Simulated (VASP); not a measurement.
A run of VASP 6.6.1:

INCAR

```
  PREC = Accurate
  ENCUT = 520
  EDIFF = 1E-7
  ISMEAR = -1
  SIGMA = 0.1
  LREAL = Auto
  LASPH = T
  NELM = 100
  ALGO = Normal
  ISIF = 2
  LWAVE = F
  LCHARG = T
  GGA = PS
  LELF = T
  LVHAR = T
  NBANDS = 97
```

Contents of KPOINTS:

```
Automatic mesh
0
Gamma
  1 1 1
```

The input POSCAR:

```
Ba16O
1.0
   10.0400000000      0.0000000000      0.0000000000
    0.0000000000     10.0400000000      0.0000000000
    0.0000000000      0.0000000000     10.0400000000
Ba O
16 1
Direct
    0.0244322709     -0.0138247012      0.0465836653
    0.4524601594      0.0034462151     -0.0237151394
   -0.0223107570      0.4967928287     -0.0175199203
    0.0229382470     -0.0065836653      0.5114741036
    0.2536254980      0.2596912351      0.2733366534
    0.5297808765      0.5187649402     -0.0432470120
    0.5123904382     -0.0204083665      0.5018426295
    0.7923207171      0.2489342629      0.2965637450
    0.0280876494      0.4738047809      0.5092529880
    0.3014741036      0.7039043825      0.2772709163
    0.2279581673      0.2456374502      0.7684760956
    0.5154083665      0.4375498008      0.5165338645
    0.7396115538      0.7100896414      0.2585557769
    0.7254681275      0.2058067729      0.7553984064
    0.2040139442      0.7747808765      0.7502689243
    0.7512749004      0.7498007968      0.7274501992
    0.2501992032     -0.0005976096      0.8842629482
```

Potentials or basis: VASP PAW PBE potentials, release 64 (Ba_sv, O).

The run is started by

```console
$ cat potpaw_PBE.64/Ba_sv/POTCAR potpaw_PBE.64/O/POTCAR > POTCAR
$ mpirun -np 1 vasp_gam > vasp.out
```

Hardware: 1 thread of Intel(R) Xeon(R) Platinum 8488C (Sapphire Rapids) (shared host).

Task: Estimate the wall time of this run.

Result: It took 3.2 min on 1 thread of Intel(R) Xeon(R) Platinum 8488C (Sapphire Rapids), with other jobs on the host, peak memory 0.91 GiB. Counts: scf iterations 21, k points 1.
